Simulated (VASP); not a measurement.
# ZnS (F-43m) in VASP: notebook, part 3 of 3

VASP 6.6.1. Earlier steps stand in the parts before.

## 4. Optical spectrum, PBE

INCAR

```
PREC = Accurate
ENCUT = 520
EDIFF = 1E-7
ISMEAR = 0
SIGMA = 0.03
LREAL = F
LASPH = T
NELM = 80
ALGO = Normal
ISIF = 2
LWAVE = F
LCHARG = F
GGA = PE
LOPTICS = T
NBANDS = 41
NEDOS = 1000
CSHIFT = 0.05
```

KPOINTS

```
regular mesh
0
Gamma
  10 10 10
```

POSCAR

```
ZnS                                     
1.0
    0.0000000000      2.6803314387      2.6803314387
    2.6803314387      0.0000000000      2.6803314387
    2.6803314387      2.6803314387      0.0000000000
  Zn              S             
     1     1
Direct
     0.2500000000000000    0.2500000000000000    0.2500000000000000
     0.0000000000000000    0.0000000000000000    0.0000000000000000
```

Potentials or basis: VASP PAW PBE potentials, release 64 (Zn, S).

Launch:

```console
$ cat potpaw_PBE.64/Zn/POTCAR potpaw_PBE.64/S/POTCAR > POTCAR
$ mpirun -np 1 vasp_std > vasp.out
```

OUTCAR:

```text
PREC = Accurate
   ENCUT = 520
   EDIFF = 1E-7
   ISMEAR = 0
   LREAL = F
   LASPH = T
   NELM = 80
   ISIF = 2
   GGA = PE

 ion  position               nearest neighbor table
   1  0.250  0.250  0.250-   2 2.32   2 2.32   2 2.32   2 2.32
   2  0.000  0.000  0.000-   1 2.32   1 2.32   1 2.32   1 2.32

  LATTYP: Found a face centered cubic cell.
 ALAT       =     5.3606628774

  Lattice vectors:

 A1 = (   0.0000000000,   2.6803314387,   2.6803314387)
 A2 = (   2.6803314387,   0.0000000000,   2.6803314387)
 A3 = (   2.6803314387,   2.6803314387,   0.0000000000)

Analysis of symmetry for initial positions (statically):
=====================================================================
 Subroutine PRICEL returns:
 Original cell was already a primitive cell.

 Routine SETGRP: Setting up the symmetry group for a
 face centered cubic supercell.

 Subroutine GETGRP returns: Found 24 space group operations
 (whereof 24 operations were pure point group operations)
 out of a pool of 48 trial point group operations.

The static configuration has the point symmetry T_d .

Analysis of symmetry for dynamics (positions and initial velocities):
=====================================================================
 Subroutine PRICEL returns:
 Original cell was already a primitive cell.

[... 766 lines left out ...]
 -----------------------------------------------------------------------------------
    total drift:                               -0.000001     -0.000001     -0.000001

  FREE ENERGIE OF THE ION-ELECTRON SYSTEM (eV)
  ---------------------------------------------------
  free  energy   TOTEN  =        -6.8311970076 eV

  energy  without entropy=       -6.8311970075  energy(sigma->0) =       -6.83119701

 electrical conductivity sigma (Mega S m-1) (frequency dependency in vasprun.xml)
  --------------------------------------------------------------------------------------
       0.000       0.000      -0.000
       0.000       0.000       0.000
       0.000       0.000       0.000

  frequency dependent IMAGINARY DIELECTRIC FUNCTION (independent particle, no local field effects) density-density
     E(ev)      X         Y         Z        XY        YZ        ZX
  --------------------------------------------------------------------------------------------------------------
     0.00000     0.00000     0.00000     0.00000    -0.00000    -0.00000    -0.00000
     0.73011     0.00000     0.00000     0.00000     0.00000     0.00000     0.00000
     1.46023     0.00000     0.00000     0.00000     0.00000     0.00000     0.00000
     2.19034     1.92843     1.92843     1.92843     0.00000     0.00000     0.00000
     2.92046     8.31020     8.31020     8.31020     0.00000     0.00000     0.00000
     3.65057     0.98287     0.98287     0.98287     0.00000     0.00000     0.00000
[... 92 lines left out ...]
    71.55123     0.00000     0.00000     0.00000     0.00000     0.00000     0.00000
    72.28134     0.00000     0.00000     0.00000     0.00000     0.00000     0.00000

  frequency dependent      REAL DIELECTRIC FUNCTION (independent particle, no local field effects) density-density
     E(ev)        X           Y           Z          XY          YZ          ZX
  --------------------------------------------------------------------------------------------------------------
     0.00000     6.28679     6.28679     6.28679     0.00000     0.00000     0.00000
     0.73011     6.38130     6.38130     6.38130     0.00000    -0.00000     0.00000
     1.46023     6.71435     6.71435     6.71435    -0.00000    -0.00000     0.00000
     2.19034     7.54284     7.54284     7.54284    -0.00000    -0.00000     0.00000
     2.92046     8.16746     8.16746     8.16746    -0.00000    -0.00000     0.00000
     3.65057     8.55400     8.55400     8.55400    -0.00000    -0.00000     0.00000
[... 92 lines left out ...]
    71.55123     0.92441     0.92441     0.92441     0.00000     0.00000     0.00000
    72.28134     0.92615     0.92615     0.92615     0.00000     0.00000     0.00000

  frequency dependent IMAGINARY DIELECTRIC FUNCTION (independent particle, no local field effects) current-current
     E(ev)      X         Y         Z        XY        YZ        ZX
  --------------------------------------------------------------------------------------------------------------
     0.00000     0.00000     0.00000     0.00000     0.00000     0.00000    -0.00000
     0.73011    -0.00000    -0.00000    -0.00000    -0.00000     0.00000    -0.00000
     1.46023    -0.00000    -0.00000    -0.00000    -0.00000     0.00000    -0.00000
     2.19034     1.98365     1.98365     1.98365     0.00000     0.00000     0.00000
     2.92046     8.37062     8.37062     8.37062    -0.00000    -0.00000    -0.00000
     3.65057     0.95709     0.95709     0.95709     0.00000     0.00000     0.00000
[... 92 lines left out ...]
    71.55123    -0.00000    -0.00000    -0.00000    -0.00000     0.00000    -0.00000
    72.28134    -0.00000    -0.00000    -0.00000    -0.00000     0.00000    -0.00000

  frequency dependent      REAL DIELECTRIC FUNCTION (independent particle, no local field effects) current-current
     E(ev)        X           Y           Z          XY          YZ          ZX
  --------------------------------------------------------------------------------------------------------------
     0.00000     6.28748     6.28748     6.28748     0.00000     0.00000    -0.00000
     0.73011     6.38105     6.38105     6.38105     0.00000     0.00000    -0.00000
     1.46023     6.71394     6.71394     6.71394     0.00000     0.00000    -0.00000
     2.19034     7.48119     7.48119     7.48119     0.00000     0.00000    -0.00000
     2.92046     8.01522     8.01522     8.01522     0.00000     0.00000    -0.00000
     3.65057     8.50174     8.50174     8.50174     0.00000     0.00000    -0.00000
[... 92 lines left out ...]
    71.55123     0.92441     0.92441     0.92441    -0.00000    -0.00000     0.00000
    72.28134     0.92614     0.92614     0.92614    -0.00000    -0.00000     0.00000
```

OSZICAR:

```text
N       E                     dE             d eps       ncg     rms          rms(c)
DAV:   1     0.126852541172E+03    0.12685E+03   -0.60456E+03  4360   0.514E+02
DAV:   2     0.665169189337E+01   -0.12020E+03   -0.98792E+02  4006   0.163E+02
DAV:   3    -0.702255973664E+01   -0.13674E+02   -0.13298E+02  4649   0.448E+01
DAV:   4    -0.725926326797E+01   -0.23670E+00   -0.23642E+00  4478   0.605E+00
DAV:   5    -0.725974613302E+01   -0.48287E-03   -0.48285E-03  4484   0.267E-01    0.718E+00
DAV:   6    -0.686316481589E+01    0.39658E+00   -0.15648E-01  5170   0.119E+01    0.570E+00
DAV:   7    -0.683259576466E+01    0.30569E-01   -0.52909E-02  4522   0.157E+00    0.277E+00
DAV:   8    -0.683108531150E+01    0.15105E-02   -0.29165E-03  4964   0.733E-01    0.579E-01
DAV:   9    -0.683106066754E+01    0.24644E-04   -0.13151E-03  4523   0.153E-01    0.703E-02
DAV:  10    -0.683116188256E+01   -0.10122E-03   -0.14605E-04  4630   0.373E-02    0.628E-02
DAV:  11    -0.683119645337E+01   -0.34571E-04   -0.22874E-05  4336   0.173E-02    0.244E-02
DAV:  12    -0.683119666223E+01   -0.20886E-06   -0.82160E-07  4430   0.514E-03    0.973E-03
DAV:  13    -0.683119698884E+01   -0.32661E-06   -0.31337E-07  4337   0.225E-03    0.611E-04
DAV:  14    -0.683119700755E+01   -0.18712E-07   -0.18257E-08  3909   0.607E-04
   1 F= -.68311970E+01 E0= -.68311970E+01  d E =-.114857E-10
 imaginary and real dielectric function
```

stdout:

```text
POSCAR found type information on POSCAR ZnS
 POSCAR found :  2 types and       2 ions
 scaLAPACK will be used
 LDA part: xc-table for (Slater+PW92), standard interpolation
 POSCAR, INCAR and KPOINTS ok, starting setup
 FFT: planning ... GRIDC
 FFT: planning ... GRID_SOFT
 FFT: planning ... GRID
 WAVECAR not read
 entering main loop
 optical routines
 imaginary and real dielectric function
 recalculating local potential from charge density
 direction            1
 direction            2
 direction            3
```

Run time: 28 s. Hardware: 1 thread of Intel Xeon 6975P-C (Granite Rapids), shared host; peak memory 0.23 GiB.

What came out:

```
Free energy            : -6.8312 eV
Pressure               : 3.7 GPa
Band gap on the k mesh : 2.22 eV, direct
```

Dielectric function (mean over the directions given):
| energy (eV) | real part | imaginary part |
| --- | --- | --- |
| 0.29 | 6.30 | 0.00 |
| 1.31 | 6.62 | 0.00 |
| 2.34 | 6.93 | 0.00 |
| 3.36 | 8.75 | 3.53 |
| 4.38 | 5.31 | 6.46 |
| 5.40 | 9.26 | 0.22 |
| 6.42 | 3.94 | 14.81 |
| 7.52 | 0.92 | 10.17 |
| 8.54 | -3.38 | 4.77 |
| 9.56 | -1.22 | 4.79 |
| 10.59 | -1.72 | 2.67 |
| 11.61 | -1.37 | 2.11 |
| 12.63 | -1.16 | 0.63 |
| 13.73 | -0.71 | 1.33 |
| 14.75 | -0.56 | 1.06 |
| 15.77 | -0.33 | 0.27 |
| 16.79 | 0.02 | 0.48 |
| 17.81 | -0.06 | 0.24 |
| 18.84 | 0.15 | 0.54 |
| 19.93 | 0.12 | 0.40 |

Caveat: spectra need much finer meshes, so this one isn't converged; independent-particle spectra lack excitons.

## 5. Summary

```tsv
task	level	gap on the mesh (eV)	pressure (GPa)
band structure	r2SCAN	2.79	1.3
dielectric tensor	PBE	2.22	-
optical spectrum	PBE	2.22	3.7
```

Alike in all rows: potentials or basis VASP PAW PBE potentials, release 64 (Zn, S); no spin polarisation; cell as given; k mesh 10 × 10 × 10; cutoff (eV) 520; smearing gaussian 0.03 eV.

On the cell as given the gap runs from 2.22 eV (PBE) to 2.79 eV (r2SCAN).

Caveats: the PAW data sets were made with another functional, which shifts forces and pressure a little (some runs); spectra need much finer meshes, so this one isn't converged (some runs); independent-particle spectra lack excitons (some runs).

Total energies depend on the potentials used, so only differences within one code and one set of settings carry meaning.

## 6. Against experiment

Step 2. Measured gap of ZnS: 3.85 eV (direct; 19 K; quoted in “Electronic, vibrational, and thermodynamic properties of ZnS (zincblende and rocksalt structure)”, 2009, arxiv:0911.5022). This calculation gives 2.79 eV (-1.06 eV). The value is that of r2SCAN, without temperature or zero-point motion.

Step 3. Measured gap of ZnS: 3.85 eV (direct; 19 K; quoted in “Electronic, vibrational, and thermodynamic properties of ZnS (zincblende and rocksalt structure)”, 2009, arxiv:0911.5022). This calculation gives 2.22 eV (-1.63 eV). The value is that of PBE, without temperature or zero-point motion. Semilocal functionals fall short of measured gaps as a rule. Measured high-frequency dielectric constant of ZnS: 5.14 (a printed reference work, monograph). This calculation gives 5.91 (+15.1 %).

Step 4. Against the measured gap of ZnS, 3.85 eV (direct; 19 K; quoted in “Electronic, vibrational, and thermodynamic properties of ZnS (zincblende and rocksalt structure)”, 2009, arxiv:0911.5022), the calculated 2.22 eV is off by -1.63 eV. The value is that of PBE, without temperature or zero-point motion. Semilocal functionals fall short of measured gaps as a rule.
